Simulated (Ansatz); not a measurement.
Born–Oppenheimer molecular dynamics of a periodic cell of 24 atoms, Cu (surface Cu(111)). It starts from a partly relaxed structure (largest force component 0.08 eV/Å).

Theory: DFT PBE, scalar-relativistic, plane waves, PAW in Ansatz. Settings: cutoff 420 eV, k mesh 2x2x1, fermi-dirac smearing 0.1 eV, no spin polarisation.

```yaml
ensemble: NVT, Nosé–Hoover chain
time_step: 3 fs
steps_asked: 250
set_temperature: 500 K
thermostat: time constant 200 fs, chain length 5
atoms_held: 1 to 6
seed: 357479
```

First frame:

```xyz
24
Lattice="5.1053 0.0000 0.0000 3.8290 6.6320 0.0000 0.0000 0.0000 18.2527" Properties=species:S:1:pos:R:3
Cu 0.000 0.000 1.000
Cu 2.553 0.000 1.000
Cu 1.276 2.211 1.000
Cu 3.829 2.211 1.000
Cu 2.553 4.421 1.000
Cu 5.105 4.421 1.000
Cu 1.276 0.740 3.089
Cu 3.829 0.740 3.089
Cu 2.553 2.950 3.089
Cu 5.105 2.950 3.089
Cu 3.829 5.161 3.089
Cu 6.382 5.161 3.089
Cu 0.004 1.480 5.165
Cu 2.557 1.480 5.165
Cu 1.281 3.691 5.165
Cu 3.833 3.691 5.165
Cu 2.557 5.902 5.165
Cu 5.110 5.902 5.165
Cu 0.004 0.010 7.255
Cu 2.557 0.010 7.255
Cu 1.281 2.220 7.255
Cu 3.833 2.220 7.255
Cu 2.557 4.431 7.255
Cu 5.110 4.431 7.255
```

**Question.** What does the run give?

**Answer.** The run went to its last step.

```json
{
  "steps done": "250",
  "time covered": "750 fs",
  "mean temperature over the second half": "413 K",
  "spread of the potential energy over the second half": "6.0 meV per atom",
  "mean potential energy of the second half above the start": "46.0 meV per atom"
}
```

The conserved energy stayed within 0.13 meV per atom of its start (net change 0.096 meV per atom), so the integration is sound. The mean temperature of the second half is 17 % below the set value. A run of 0.75 ps of so small a system gives no equilibrium averages. Limits of this set-up: coarse k mesh, thin slab, slab without dipole correction.

**Question.** What happens to the structure?

**Answer.** Mean squared displacements from the first frame to the last: Cu 0.07 Å². The details hang on the random start.

**Question.** How do temperature and energy run in time?

**Answer.** 
```json
{"time (fs)": "0", "T (K)": "500", "potential energy less start (eV)": "0.000", "conserved less start (meV/atom)": "0.00"}
{"time (fs)": "60", "T (K)": "164", "potential energy less start (eV)": "0.794", "conserved less start (meV/atom)": "0.05"}
{"time (fs)": "120", "T (K)": "308", "potential energy less start (eV)": "0.538", "conserved less start (meV/atom)": "0.06"}
{"time (fs)": "180", "T (K)": "201", "potential energy less start (eV)": "0.925", "conserved less start (meV/atom)": "0.09"}
{"time (fs)": "240", "T (K)": "354", "potential energy less start (eV)": "0.682", "conserved less start (meV/atom)": "0.06"}
{"time (fs)": "300", "T (K)": "313", "potential energy less start (eV)": "0.865", "conserved less start (meV/atom)": "0.06"}
{"time (fs)": "360", "T (K)": "424", "potential energy less start (eV)": "0.704", "conserved less start (meV/atom)": "0.05"}
{"time (fs)": "420", "T (K)": "277", "potential energy less start (eV)": "1.143", "conserved less start (meV/atom)": "0.08"}
{"time (fs)": "480", "T (K)": "447", "potential energy less start (eV)": "0.877", "conserved less start (meV/atom)": "0.08"}
{"time (fs)": "540", "T (K)": "386", "potential energy less start (eV)": "1.148", "conserved less start (meV/atom)": "0.09"}
{"time (fs)": "600", "T (K)": "422", "potential energy less start (eV)": "1.158", "conserved less start (meV/atom)": "0.09"}
{"time (fs)": "660", "T (K)": "438", "potential energy less start (eV)": "1.221", "conserved less start (meV/atom)": "0.11"}
{"time (fs)": "720", "T (K)": "409", "potential energy less start (eV)": "1.380", "conserved less start (meV/atom)": "0.11"}
```

The run took 23 min on 4 threads of Intel(R) Xeon(R) Platinum 8488C (Sapphire Rapids) (shared host), peak memory 3.2 GiB.
